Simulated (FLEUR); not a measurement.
# Al (Fm-3m) in FLEUR: a series of runs

Runs on Al. Level: revPBE. Tasks: band structure, equation of state.

All numbers are computed with FLEUR MaX-R8.1 (later development tree); they aren't measurements. Logs are shortened: lines on timing, memory, paths and dates and some standing lists are left out, and cuts for length are marked.

**Experimental background.**

“The interpretation of polycrystalline coherent inelastic neutron scattering from aluminium”, 2013, pmc:3831299 quotes, for a bulk crystal of Al: bulk modulus 76.9 GPa.

The runs below are set against these values where they give the same quantity.

### 1 The structure

It takes space group Fm-3m (No. 225, cubic). Conventional cell: a = 4.050 Å, b = 4.050 Å, c = 4.050 Å, α = 90.00°, β = 90.00°, γ = 90.00°. Al (site symmetry m-3m) is surrounded by 12 Al at 2.86 Å.

### 2 Band structure, revPBE

File inp.xml:

```xml
<?xml version="1.0" encoding="UTF-8" standalone="no"?>
<fleurInput fleurInputVersion="0.39">
   <comment>
      Al                                                                                                  
   </comment>
   <calculationSetup>
      <cutoffs Kmax="4.1" Gmax="12.7" GmaxXC="12.7" numbands="0"/>
      <scfLoop itmax="60" minDistance="0.00001" maxIterBroyd="15" imix="Anderson" alpha="0.05" precondParam="0.0" spinf="2.0" sdNocoIR="T"/>
      <coreElectrons ctail="T" frcor="F" kcrel="0" coretail_lmax="0"/>
      <xcFunctional name="rpbe" relativisticCorrections="F"/>
      <magnetism jspins="1"/>
      <soc l_soc="F" theta="0.0" phi="0.0" spav="F"/>
      <expertModes spex="0" secvar="F"/>
      <geometryOptimization l_f="F" forcealpha="1.0" forcemix="BFGS" epsdisp="0.00001" epsforce="0.00001"/>
      <ldaU l_linMix="F" mixParam="0.05" spinf="1.0"/>
   </calculationSetup>
   <cell>
      <bzIntegration valenceElectrons="11.0" mode="hist" fermiSmearingEnergy="0.00183747">
         <kPointListSelection listName="default-1"/>
         <!-- k-points included here -->
         <xi:include xmlns:xi="http://www.w3.org/2001/XInclude" href="kpts.xml"> </xi:include>
      </bzIntegration>
      <!-- symmetry operations included here -->
      <xi:include xmlns:xi="http://www.w3.org/2001/XInclude" href="sym.xml"> </xi:include>
      <bulkLattice scale="1.0">
         <bravaisMatrix>
            <row-1>    0.0000000000000000     3.8263269057207032     3.8263269057207032</row-1>
            <row-2>    3.8263269057207032     0.0000000000000000     3.8263269057207032</row-2>
            <row-3>    3.8263269057207032     3.8263269057207032     0.0000000000000000</row-3>
         </bravaisMatrix>
      </bulkLattice>
   </cell>
   <atomSpecies>
      <species name="Aluminum (Al)" element="Al" atomicNumber="13">
         <mtSphere radius="2.51" gridPoints="829" logIncrement="0.014"/>
         <atomicCutoffs lmax="10" lnonsphr="8"/>
         <electronConfig flipSpins="F">
            <coreConfig>(1s1/2)</coreConfig>
            <valenceConfig>(2s1/2) (2p1/2) (2p3/2) (3s1/2) (3p1/2) (3p3/2)</valenceConfig>
            <stateOccupation state="(3p1/2)" spinUp="0.166667" spinDown="0.166667"/>
            <stateOccupation state="(3p3/2)" spinUp="0.333333" spinDown="0.333333"/>
         </electronConfig>
         <energyParameters s="3" p="3" d="3" f="4"/>
         <lo type="SCLO" l="0" n="2" eDeriv="0"/>
         <lo type="SCLO" l="1" n="2" eDeriv="0"/>
         <lo type="SCLO" l="2" n="3" eDeriv="2"/>
         <lo type="SCLO" l="3" n="4" eDeriv="2"/>
      </species>
   </atomSpecies>
   <atomGroups>
      <atomGroup species="Aluminum (Al)">
         <relPos label="                   1">.0000000000 .0000000000 .0000000000</relPos>
         <force calculate="T" relaxXYZ="TTT"/>
      </atomGroup>
   </atomGroups>
   <output dos="F" band="F" slice="F">
      <checks vchk="F" cdinf="F"/>
      <bandDOS minEnergy="-.5*Htr" maxEnergy="0.5*Htr" sigma="0.015" storeEVData="T"/>
      <vacuumDOS vacdos="F" integ="F" star="F" nstars="0" locx1="0.0" locy1="0.0" locx2="0.0" locy2="0.0" nstm="0" tworkf="0.0"/>
      <unfoldingBand unfoldBand="F" supercellX="1" supercellY="1" supercellZ="1"/>
      <plotting iplot="0" polar="F">
         <plot TwoD="T" vec1="  1.0  0.0  0.0" vec2="  0.0  1.0  0.0" vec3="  0.0  0.0  1.0" zero="  0.0  0.0  0.0" file="plot"/>
      </plotting>
      <chargeDensitySlicing numkpt="0" minEigenval="0.0" maxEigenval="0.0" nnne="0" pallst="F"/>
      <specialOutput eonly="F"/>
      <moessbauerParams electricFieldGradient="T" isomerShift="T" coreHyperfine="T" valenceHyperfine="T"/>
      <magneticCircularDichroism mcd="F" energyLo="-10.0" energyUp="0.0"/>
   </output>
  <!-- We include the file relax.xml here to enable relaxations (see documentation) -->
  <xi:include xmlns:xi="http://www.w3.org/2001/XInclude" href="relax.xml"> <xi:fallback/> </xi:include>
</fleurInput>
```

File crystal.txt:

```
Al
&input cartesian=F /
0.0000000000  2.0248050000  2.0248050000
2.0248050000  0.0000000000  2.0248050000
2.0248050000  2.0248050000  0.0000000000
1.8897261246
1.0 1.0 1.0

1
13 0.0000000000  0.0000000000  0.0000000000

&kpt div1=11 div2=11 div3=11 gamma=T /
```

File inp.xml (bands):

```
<?xml version="1.0" encoding="UTF-8" standalone="no"?>
<fleurInput fleurInputVersion="0.39">
   <comment>
      Al                                                                                                  
   </comment>
   <calculationSetup>
      <cutoffs Kmax="4.1" Gmax="12.7" GmaxXC="12.7" numbands="0"/>
      <scfLoop itmax="60" minDistance="0.00001" maxIterBroyd="15" imix="Anderson" alpha="0.05" precondParam="0.0" spinf="2.0" sdNocoIR="T"/>
      <coreElectrons ctail="T" frcor="F" kcrel="0" coretail_lmax="0"/>
      <xcFunctional name="rpbe" relativisticCorrections="F"/>
      <magnetism jspins="1"/>
      <soc l_soc="F" theta="0.0" phi="0.0" spav="F"/>
      <expertModes spex="0" secvar="F"/>
      <geometryOptimization l_f="F" forcealpha="1.0" forcemix="BFGS" epsdisp="0.00001" epsforce="0.00001"/>
      <ldaU l_linMix="F" mixParam="0.05" spinf="1.0"/>
   </calculationSetup>
   <cell>
      <bzIntegration valenceElectrons="11.0" mode="hist" fermiSmearingEnergy="0.00183747">
         <kPointListSelection listName="path-1"/>
         <!-- k-points included here -->
         <xi:include xmlns:xi="http://www.w3.org/2001/XInclude" href="kpts.xml"> </xi:include>
      </bzIntegration>
      <!-- symmetry operations included here -->
      <xi:include xmlns:xi="http://www.w3.org/2001/XInclude" href="sym.xml"> </xi:include>
      <bulkLattice scale="1.0">
         <bravaisMatrix>
            <row-1>    0.0000000000000000     3.8263269057207032     3.8263269057207032</row-1>
            <row-2>    3.8263269057207032     0.0000000000000000     3.8263269057207032</row-2>
            <row-3>    3.8263269057207032     3.8263269057207032     0.0000000000000000</row-3>
         </bravaisMatrix>
      </bulkLattice>
   </cell>
   <atomSpecies>
      <species name="Aluminum (Al)" element="Al" atomicNumber="13">
         <mtSphere radius="2.51" gridPoints="829" logIncrement="0.014"/>
         <atomicCutoffs lmax="10" lnonsphr="8"/>
         <electronConfig flipSpins="F">
            <coreConfig>(1s1/2)</coreConfig>
            <valenceConfig>(2s1/2) (2p1/2) (2p3/2) (3s1/2) (3p1/2) (3p3/2)</valenceConfig>
            <stateOccupation state="(3p1/2)" spinUp="0.166667" spinDown="0.166667"/>
            <stateOccupation state="(3p3/2)" spinUp="0.333333" spinDown="0.333333"/>
         </electronConfig>
         <energyParameters s="3" p="3" d="3" f="4"/>
         <lo type="SCLO" l="0" n="2" eDeriv="0"/>
         <lo type="SCLO" l="1" n="2" eDeriv="0"/>
         <lo type="SCLO" l="2" n="3" eDeriv="2"/>
         <lo type="SCLO" l="3" n="4" eDeriv="2"/>
      </species>
   </atomSpecies>
   <atomGroups>
      <atomGroup species="Aluminum (Al)">
         <relPos label="                   1">.0000000000 .0000000000 .0000000000</relPos>
         <force calculate="T" relaxXYZ="TTT"/>
      </atomGroup>
   </atomGroups>
   <output dos="F" band="T" slice="F">
      <checks vchk="F" cdinf="F"/>
      <bandDOS minEnergy="-.5*Htr" maxEnergy="0.5*Htr" sigma="0.015" storeEVData="T"/>
      <vacuumDOS vacdos="F" integ="F" star="F" nstars="0" locx1="0.0" locy1="0.0" locx2="0.0" locy2="0.0" nstm="0" tworkf="0.0"/>
      <unfoldingBand unfoldBand="F" supercellX="1" supercellY="1" supercellZ="1"/>
      <plotting iplot="0" polar="F">
         <plot TwoD="T" vec1="  1.0  0.0  0.0" vec2="  0.0  1.0  0.0" vec3="  0.0  0.0  1.0" zero="  0.0  0.0  0.0" file="plot"/>
      </plotting>
      <chargeDensitySlicing numkpt="0" minEigenval="0.0" maxEigenval="0.0" nnne="0" pallst="F"/>
      <specialOutput eonly="F"/>
      <moessbauerParams electricFieldGradient="T" isomerShift="T" coreHyperfine="T" valenceHyperfine="T"/>
      <magneticCircularDichroism mcd="F" energyLo="-10.0" energyUp="0.0"/>
   </output>
  <!-- We include the file relax.xml here to enable relaxations (see documentation) -->
  <xi:include xmlns:xi="http://www.w3.org/2001/XInclude" href="relax.xml"> <xi:fallback/> </xi:include>
</fleurInput>
```

Potentials or basis: all-electron, FLAPW.

Started as:

```bash
$ inpgen -f crystal.txt -profile fastHighL
$ # inp.xml edited to the form shown
$ fleur_MPI
$ fleur_MPI   # second run, on inp.xml (bands)
```

Log:

```text
Welcome to FLEUR        (www.flapw.de)
      MaX-Release 8.1          (www.max-centre.eu)

 ========== k-point set info ==========
 Selected k-point list: default-1
 k-point list type: mesh
 11 x 11 x 11
 Number of k points: 56

 ------------Calculation Setup---------------------------
 Number of MPI-tasks      :            1
 Number of PE/node        :            1
 Number of OMP-threads    :            1
 Most efficient MPI parallelization for:
           1           2           4           7           8          14          28          56
 Additional eigenvalue parallelization possible
 Number of basis functions:          166
 Approximate size of matrices (H+S) per k-point:         0.000 GB
 --------------------------------------------------------
 Iteration:     1   Distance:       3.75792918 me/bohr^3
 Iteration:     2   Distance:       3.55325807 me/bohr^3
 Iteration:     3   Distance:       1.06430538 me/bohr^3
 Iteration:     4   Distance:       0.19934751 me/bohr^3
 Iteration:     5   Distance:       0.09392821 me/bohr^3
 Iteration:     6   Distance:       0.00684440 me/bohr^3
 Iteration:     7   Distance:       0.00767850 me/bohr^3
 Iteration:     8   Distance:       0.00018818 me/bohr^3
 Iteration:     9   Distance:       0.00008280 me/bohr^3
 Iteration:    10   Distance:       0.00000661 me/bohr^3

 ********************************************************************
 Run finished successfully
 Stop message:
   all done
 ********************************************************************
```

output (bands):

```text
Welcome to FLEUR        (www.flapw.de)
      MaX-Release 8.1          (www.max-centre.eu)

 ========== k-point set info ==========
 Selected k-point list: path-1
 k-point list type: path
 Number of k points: 60

 ------------Calculation Setup---------------------------
 Number of MPI-tasks      :            1
 Number of PE/node        :            1
 Number of OMP-threads    :            1
 Most efficient MPI parallelization for:
           1           2           3           4           5           6          10          12          15          20          30          60
 Additional eigenvalue parallelization possible
 Number of basis functions:          166
 Approximate size of matrices (H+S) per k-point:         0.000 GB
 --------------------------------------------------------
 Fermi energy correction for metals:
 Fermi energy in bands.* files may not be consistent with last density.
 Please correct it manually (e.g. in band.gnu file).

 Note: Band structure data (together with different weights) is also stored in the banddos.hdf file.
       A convenient way of extracting and plotting the data from that file is by making use of the

 ********************************************************************
 Run finished successfully
 Stop message:
   Charge density postprocessing done.
 ********************************************************************
```

out.xml (last iteration):

```text
<iteration numberForCurrentRun="   10" overallNumber="   10">
         <energyParameters units="Htr">
            <atomicEP atomType="1" spin="1" branch="3s" branchLowest="-3.52" branchHighest="0.92" value="0.0759716658"/>
            <atomicEP atomType="1" spin="1" branch="3p" branchLowest="-2.10" branchHighest="1.33" value="0.2353188417"/>
            <atomicEP atomType="1" spin="1" branch="3d" branchLowest="-9.99" branchHighest="1.70" value="0.4158621893"/>
            <atomicEP atomType="1" spin="1" branch="4f" branchLowest="-9.99" branchHighest="3.25" value="0.5845422569"/>
            <loAtomicEP atomType="1" spin="1" branch="2s" branchLowest="-55.09" branchHighest="-3.52" value="-3.5253315973"/>
            <loAtomicEP atomType="1" spin="1" branch="2p" branchLowest="-9.99" branchHighest="-2.10" value="-2.1040845240"/>
            <loAtomicEP atomType="1" spin="1" branch="3d" branchLowest="-9.99" branchHighest="1.70" value="0.4158618990"/>
            <loAtomicEP atomType="1" spin="1" branch="4f" branchLowest="-9.99" branchHighest="3.25" value="0.5845447223"/>
         </energyParameters>
         <eigenvalues>
            <eigenvaluesAt spin="1" ikpt="1" k_x="0.00000000" k_y="0.00000000" k_z="0.00000000">
                      -3.5254263180       -2.1037020351       -2.1037020351       -2.1037020351       -0.1249128404
                       0.7453738816        0.7453738816        0.7453738816        0.8042455018
            </eigenvaluesAt>
            <eigenvaluesAt spin="1" ikpt="2" k_x="0.00000000" k_y="0.00000000" k_z="0.09090909">
                      -3.5254187062       -2.1037649875       -2.1037119247       -2.1037119247       -0.1166843932
                       0.6387371470        0.7226973723        0.7226973723        0.8267997875
            </eigenvaluesAt>
            <eigenvaluesAt spin="1" ikpt="3" k_x="0.00000000" k_y="0.00000000" k_z="0.18181818">
                      -3.5253984215       -2.1039337297       -2.1037384303       -2.1037384303       -0.0920828974
                       0.5045581281        0.6960845354        0.6960845354        0.8176340953
            </eigenvaluesAt>
            <eigenvaluesAt spin="1" ikpt="4" k_x="0.00000000" k_y="0.00000000" k_z="0.27272727">
                      -3.5253719802       -2.1041544289       -2.1037731662       -2.1037731662       -0.0513482666
                       0.3785661824        0.6811328946        0.6811328946        0.8096336221
            </eigenvaluesAt>
         </eigenvalues>
         <bandgap value="0.2518241892" units="eV"/>
         <sumValenceSingleParticleEnergies value="-19.3127710150" units="Htr"/>
         <FermiEnergy value="0.2832640624" units="Htr"/>
         <valenceDensity>
            <mtCharges spin="1">
               <mtCharge atomType="1" total="9.8223776" s="2.8097005" p="6.8272887" d="0.1727647" f="0.0116776"/>
            </mtCharges>
            <spinDependentCharge spin="1" total="11.0000000" interstitial="1.1776224" mtSpheres="9.8223776"/>
            <totalCharge value="11.0000000000"/>
         </valenceDensity>
         <coreStates atomType="     1" atomicNumber=" 13" spin="1" kinEnergy="    159.4237633211" eigValSum="   -110.1755453409" lostElectrons=" 0.000000">
            <state n="1" l="0" j="0.5" energy="-55.0877726705" weight="1.0000000000"/>
         </coreStates>
         <allElectronCharges>
            <spinDependentCharge spin="1" total="13.0000000" interstitial="1.1776224" mtSpheres="11.8223776"/>
            <totalCharge value="13.0000000001"/>
         </allElectronCharges>
         <moessbauerParams unitsHFF="kG" unitsIS="e/bohr^3" unitsEFG="Htr/bohr^2">
            <coreIsomerShift atomType="1" isTotal="1404.39241">
               <shell n="1" l="0" isomerShift="1404.39241"/>
            </coreIsomerShift>
            <isomerShift atomType="1" nucleusRadius="0.0000708" averageDensity="1503.47852"/>
            <electricFieldGradient atomType="1" VXX="0.00000" VYY="0.00000" VZZ="0.00000" asymParam="0.00000">
            </electricFieldGradient>
         </moessbauerParams>
         <totalEnergy                                    value="     -242.9003385245" units="Htr">
            <sumOfEigenvalues                            value="     -129.4883163559">
               <coreElectrons value="-110.1755453409"/>
               <valenceElectrons value="-19.3127710150"/>
            </sumOfEigenvalues>
            <densityCoulombPotentialIntegral value="-348.7855026171"/>
            <densityEffectivePotentialIntegral value="-372.8634143073"/>
            <chargeDenXCDenIntegral value="-18.7190798906"/>
            <FockExchangeEnergyValence value="0.0000000000"/>
            <FockExchangeEnergyCore value="0.0000000000"/>
            <atomTypeDependentContributions atomType="1">
               <electronNucleiInteractionDifferentMTs value="288.5108414230"/>
               <MadelungTerm value="-4.6527638537"/>
            </atomTypeDependentContributions>
            <tkbTimesEntropy value="0.0001423522"/>
            <freeEnergy value="-242.9004808767"/>
            <extrapolationTo0K value="-242.9004097006"/>
         </totalEnergy>
         <densityConvergence units="me/bohr^3">
            <chargeDensity spin="1" distance="0.0000066107"/>
         </densityConvergence>
      </iteration>
```

It took 7.6 s on 1 thread of Arm Neoverse V2, shared host; peak memory 0.06 GiB.

What came out:

```
Free energy                                           : -6609.6588 eV
Band gap along the path                               : none (metal or under the smearing width)
Valence electrons inside the program's atomic spheres : Al 9.82 (radii Al 2.51 bohr)
```

Levels at the corners of the path, in eV from the Fermi level:
```
point  band 5  band 6  band 7  band 8  band 9
    Γ  -11.11   12.57   12.57   12.57   14.18
    X   -2.93   -1.59    5.22    5.58    5.58
    W   -0.86   -0.86    0.15    1.13   15.79
    K   -1.90   -1.37   -0.39    6.55    8.20
    Γ  -11.11   12.57   12.57   12.57   14.18
    L   -4.60   -4.36   11.41   11.41   11.43
    U   -1.90   -1.37   -0.39    6.55    8.20
    W   -0.86   -0.86    0.15    1.13   15.79
    L   -4.60   -4.36   11.41   11.41   11.43
    K   -1.90   -1.37   -0.39    6.55    8.20
    U   -1.90   -1.37   -0.39    6.55    8.20
    X   -2.93   -1.59    5.22    5.58    5.58
```

Core levels (eV from the Fermi level):
```csv
atom,levels
1 Al,1s1/2 -1506.7
```

### 3 Equation of state, revPBE, 15.61 Å³/atom (volume scaled by 0.94)

inp.xml, as its differences from that of step 2:

```diff
@@ -24,3 +24,3 @@
       <xi:include xmlns:xi="http://www.w3.org/2001/XInclude" href="sym.xml"> </xi:include>
-      <bulkLattice scale="1.0">
+      <bulkLattice scale="0.9795861087">
          <bravaisMatrix>
@@ -34,3 +34,3 @@
       <species name="Aluminum (Al)" element="Al" atomicNumber="13">
-         <mtSphere radius="2.51" gridPoints="829" logIncrement="0.014"/>
+         <mtSphere radius="2.45" gridPoints="829" logIncrement="0.014"/>
          <atomicCutoffs lmax="10" lnonsphr="8"/>
```

Potentials or basis: all-electron, FLAPW.

Started as:

```bash
$ inpgen -f crystal.txt -profile fastHighL
$ # inp.xml edited to the form shown
$ fleur_MPI
```

Log:

```text
Welcome to FLEUR        (www.flapw.de)
      MaX-Release 8.1          (www.max-centre.eu)

 ========== k-point set info ==========
 Selected k-point list: default-1
 k-point list type: mesh
 11 x 11 x 11
 Number of k points: 56

 ------------Calculation Setup---------------------------
 Number of MPI-tasks      :            1
 Number of PE/node        :            1
 Number of OMP-threads    :            1
 Most efficient MPI parallelization for:
           1           2           4           7           8          14          28          56
 Additional eigenvalue parallelization possible
 Number of basis functions:          157
 Approximate size of matrices (H+S) per k-point:         0.000 GB
 --------------------------------------------------------
 Iteration:     1   Distance:       3.93976267 me/bohr^3
 Iteration:     2   Distance:       3.72842984 me/bohr^3
 Iteration:     3   Distance:       1.09944452 me/bohr^3
 Iteration:     4   Distance:       0.19476409 me/bohr^3
 Iteration:     5   Distance:       0.10017602 me/bohr^3
 Iteration:     6   Distance:       0.00670128 me/bohr^3
 Iteration:     7   Distance:       0.00719980 me/bohr^3
 Iteration:     8   Distance:       0.00018112 me/bohr^3
 Iteration:     9   Distance:       0.00008746 me/bohr^3
 Iteration:    10   Distance:       0.00000551 me/bohr^3

 ********************************************************************
 Run finished successfully
 Stop message:
   all done
 ********************************************************************
```

out.xml (last iteration):

```text
<iteration numberForCurrentRun="   10" overallNumber="   10">
         <energyParameters units="Htr">
            <atomicEP atomType="1" spin="1" branch="3s" branchLowest="-3.50" branchHighest="1.02" value="0.0848771715"/>
            <atomicEP atomType="1" spin="1" branch="3p" branchLowest="-2.07" branchHighest="1.44" value="0.2414428924"/>
            <atomicEP atomType="1" spin="1" branch="3d" branchLowest="-9.99" branchHighest="1.80" value="0.4199630143"/>
[... 62 lines left out ...]
            </atomTypeDependentContributions>
            <tkbTimesEntropy value="0.0001402642"/>
            <freeEnergy value="-242.8997064072"/>
            <extrapolationTo0K value="-242.8996362751"/>
         </totalEnergy>
         <densityConvergence units="me/bohr^3">
            <chargeDensity spin="1" distance="0.0000055108"/>
         </densityConvergence>
      </iteration>
```

Run time: 6.2 s. Hardware: 1 thread of Arm Neoverse V2, shared host; peak memory 0.08 GiB.

Results:

```
Free energy                                           : -6609.6377 eV
Band gap on the k mesh                                : none (metal or under the smearing width)
Valence electrons inside the program's atomic spheres : Al 9.78 (radii Al 2.45 bohr)
```

(Continued in part 2 of 2.)
